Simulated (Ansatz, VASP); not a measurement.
**Ni in VASP and in Ansatz**

INCAR

```
ALGO     = Normal         # electronic algorithm
EDIFF    = 1E-6           # SCF threshold, eV
ENCUT    = 520            # plane-wave cutoff, eV
GGA      = RP             # functional
ISIF     = 2              # what is computed and relaxed
ISMEAR   = -1             # smearing method
LASPH    = True           # aspherical terms in the spheres
LCHARG   = False          # write CHGCAR
LREAL    = False          # projectors in reciprocal space
LWAVE    = False          # write WAVECAR
NBANDS   = 17             # bands
NELM     = 80             # most SCF steps
PREC     = Accurate       # precision mode
SIGMA    = 0.1            # smearing width, eV
```

Contents of KPOINTS:

```
k-points
0
Gamma
  16 16 9
```

The input POSCAR:

```
Ni
1.0
    2.6031129090      0.0000000000      0.0000000000
   -1.3015564545      2.2543619081      0.0000000000
    0.0000000000      0.0000000000      4.2790038577
Ni
2
Direct
    0.3333333333      0.6666666667      0.2500000000
    0.6666666667      0.3333333333      0.7500000000
```

Input for Ansatz:

```yaml
crystal:
  lattice:
    - [2.603112909, 0.0, 0.0]
    - [-1.3015564545, 2.2543619081, 0.0]
    - [0.0, 0.0, 4.2790038577]
  atoms:
    - { symbol: Ni, position: [0.3333333333, 0.6666666667, 0.25] }
    - { symbol: Ni, position: [0.6666666667, 0.3333333333, 0.75] }
hamiltonian:
  xc: rpbe
  pseudopotentials:
    kind: paw
    azcp:
      Ni: "pseudopotentials/Ni.paw.azcp"
basis:
  ecutwfc: 420
  fft_grid_basis: typed
kpoints:
  mp_grid: { grid: [16, 16, 9], shift: [0, 0, 0] }
magnetization:
  spin_polarized: false
scf:
  occupations: { method: fermi_dirac, width: 0.1 }
  lower_state_search: "off"
output:
  stress: true
```

Alike in both runs: task single point; functional RPBE; k mesh 16 × 16 × 9; occupations fermi-dirac, width 0.1 eV; no spin polarisation.

|  | VASP | Ansatz |
| --- | --- | --- |
| version | VASP 6.6.1 | Ansatz 0.2.0 |
| potentials or method | VASP PAW PBE potentials, release 64 (Ni) | plane waves (420 eV) with PAW, scalar-relativistic |
| plane-wave cutoff (eV) | 520 | 420 |
| valence electrons in the cell | 20 | 36 |

Ansatz gave:

| Quantity | Value |
| --- | --- |
| pressure (GPa) | -15.4 |
| largest component of the traceless stress (GPa) | 0.06 |

Problem. What did VASP give for the same quantities?

Solution. Pressure (GPa): -14.9; largest component of the traceless stress (GPa): 0.11.

The two sets of potentials don't hold the same shells in valence.

Caveats: the PAW data sets were made with another functional, which shifts forces and pressure a little (VASP); the run has no spin polarisation, though such a crystal can be magnetic. Spin polarisation is off, so any magnetic state and its effect on volume and gap are missing.
